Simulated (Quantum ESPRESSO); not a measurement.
An input for Quantum ESPRESSO 7.5 (C):

pw.in

```
&CONTROL
  calculation = 'scf'
  prefix = 'pwscf'
  outdir = './tmp'
  pseudo_dir = './pseudo'
  tprnfor = .true.
  tstress = .true.
  disk_io = 'nowf'
/
&SYSTEM
  ibrav = 0
  nat = 2
  ntyp = 1
  ecutwfc = 63
  ecutrho = 506
  nbnd = 4
  occupations = 'smearing'
  smearing = 'fd'
  degauss = 0.00367493
  tot_charge = 8
/
&ELECTRONS
  conv_thr = 4d-10
  electron_maxstep = 50
  mixing_beta = 0.5
/
ATOMIC_SPECIES
C     12.0110 C.pbe-n-kjpaw_psl.1.0.0.UPF
CELL_PARAMETERS angstrom
   0.0000000000    1.7833700000    1.7833700000
   1.7833700000    0.0000000000    1.7833700000
   1.7833700000    1.7833700000    0.0000000000
ATOMIC_POSITIONS crystal
C      0.7500000000    0.7500000000    0.7500000000
C      0.5000000000    0.5000000000    0.5000000000
K_POINTS automatic
13 13 13 0 0 0
```

Potentials or basis: SSSP 1.3 efficiency PBE.

The run is started by

```sh
$ OMP_NUM_THREADS=1 pw.x -in pw.in > pw.out
```

**Question.** What does the program do with it?

**Answer.** The run stopped without a result. It printed:

pw.out:

```text
This program is part of the open-source Quantum ESPRESSO suite
     for quantum simulation of materials; please cite
         "P. Giannozzi et al., J. Phys.:Condens. Matter 21 395502 (2009);
         "P. Giannozzi et al., J. Phys.:Condens. Matter 29 465901 (2017);
         "P. Giannozzi et al., J. Chem. Phys. 152 154105 (2020);
     in publications or presentations arising from this work. More details at

     file C.pbe-n-kjpaw_psl.1.0.0.UPF: wavefunction(s)  2S 2P renormalized
     Message from routine setup:
     using ibrav=0 with symmetry is DISCOURAGED, use correct ibrav instead
[... 156 lines left out ...]

     Self-consistent Calculation

     iteration #  1     ecut=    63.00 Ry     beta= 0.50
     Davidson diagonalization with overlap
     ethr =  1.00E-02,  avg # of iterations =  3.0

 %%%%%%%%%%%%%%%%%%%%%%%%%%%%%%%%%%%%%%%%%%%%%%%%%%%%%%%%%%%%%%%%%%%%%%%%%%%%%%
     Error in routine efermig (1):
     internal error, cannot bracket Ef
 %%%%%%%%%%%%%%%%%%%%%%%%%%%%%%%%%%%%%%%%%%%%%%%%%%%%%%%%%%%%%%%%%%%%%%%%%%%%%%

     stopping ...
```
